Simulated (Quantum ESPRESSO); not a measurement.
Here is a Quantum ESPRESSO 7.5 calculation.

File pw.in:

```
&CONTROL
  calculation = 'scf'
  prefix = 'pwscf'
  outdir = './tmp'
  pseudo_dir = './pseudo'
  tprnfor = .true.
  tstress = .true.
  disk_io = 'nowf'
/
&SYSTEM
  ibrav = 0
  nat = 6
  ntyp = 2
  ecutwfc = 55
  ecutrho = 440
  nbnd = 33
  occupations = 'smearing'
  smearing = 'fd'
  degauss = 0.00367493
/
&ELECTRONS
  conv_thr = 1.2d-09
  electron_maxstep = 120
  mixing_beta = 0.5
/
ATOMIC_SPECIES
Ti    47.8670 ti_pbe_v1.4.uspp.F.UPF
O     15.9990 O.pbe-n-kjpaw_psl.0.1.UPF
CELL_PARAMETERS angstrom
  -1.8921000000    1.8921000000    4.7573000000
   1.8921000000   -1.8921000000    4.7573000000
   1.8921000000    1.8921000000   -4.7573000000
ATOMIC_POSITIONS crystal
Ti     0.7500000000    0.2500000000    0.5000000000
Ti     0.0000000000    0.0000000000    0.0000000000
O      0.7919000000    0.7919000000    0.0000000000
O      0.5419000000    0.0419000000    0.5000000000
O      0.9581000000    0.4581000000    0.5000000000
O      0.2081000000    0.2081000000    0.0000000000
K_POINTS automatic
10 10 10 0 0 0
```

Potentials or basis: SSSP 1.3 efficiency PBE.

Run with:

```sh
$ OMP_NUM_THREADS=1 mpirun -n 2 pw.x -nk 2 -in pw.in > pw.out
```

Task: Estimate the pressure.

Result: 4.9 GPa.

Task: What does it give for the band gap on the k mesh?

Result: 2.13 eV, indirect (least direct gap 2.46 eV).

Task: Estimate the largest force.

Result: 0.103 eV/Å.

Forces on the atoms (eV/Å):
```
Ti   0.000  0.000  0.000
Ti   0.000  0.000  0.000
O    0.000  0.000 -0.103
O    0.000  0.000 -0.103
O    0.000  0.000  0.103
O    0.000  0.000  0.103
```

A k mesh can miss the band edges.
